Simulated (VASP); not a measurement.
Set up this calculation in VASP 6.6.1, as the native input.

```
Task                   : single point
Functional             : PBE
Potentials or basis    : VASP PAW PBE potentials, release 64 (B, N)
Cutoff                 : 520 eV
k mesh                 : 12 × 12 × 4
Occupations            : gaussian, width 0.1 eV
Spin                   : no spin polarisation
Dipole correction      : no
Further INCAR settings : ALGO = Normal; EDIFF = 1e-06; NBANDS = 16
```

The structure of BN lies in POSCAR:

```
BN
1.0
    2.5539396017      0.0000000000      0.0000000000
   -1.2769698009      2.2117765748      0.0000000000
    0.0000000000      0.0000000000      4.2268550000
B N
2 2
Direct
    0.6666666700      0.3333333300      0.9997240000
    0.3333333300      0.6666666700      0.4997240000
    0.6666666700      0.3333333300      0.6252760000
    0.3333333300      0.6666666700      0.1252760000
```

Measurements of this composition are mostly on another form, of space group No. 194.

The input as run:

INCAR

```
PREC = Accurate
ENCUT = 520
EDIFF = 1E-6
ISMEAR = 0
SIGMA = 0.1
LREAL = F
LASPH = T
NELM = 100
ALGO = Normal
ISIF = 2
LWAVE = F
LCHARG = F
GGA = PE
NBANDS = 16
```

KPOINTS

```
regular mesh
0
Gamma
  12 12 4
```

Potentials or basis: VASP PAW PBE potentials, release 64 (B, N).

Launch:

```console
$ cat potpaw_PBE.64/B/POTCAR potpaw_PBE.64/N/POTCAR > POTCAR
$ mpirun -np 1 vasp_std > vasp.out
```

Results of the run:

```
Pressure               : 0.2 GPa
Largest force          : 0.015 eV/Å
Band gap on the k mesh : 5.20 eV, indirect (least direct gap 8.23 eV)
```

Run time: 8.2 s on 1 thread of Intel(R) Xeon(R) 6975P-C (Granite Rapids) (shared host), peak memory 0.14 GiB.
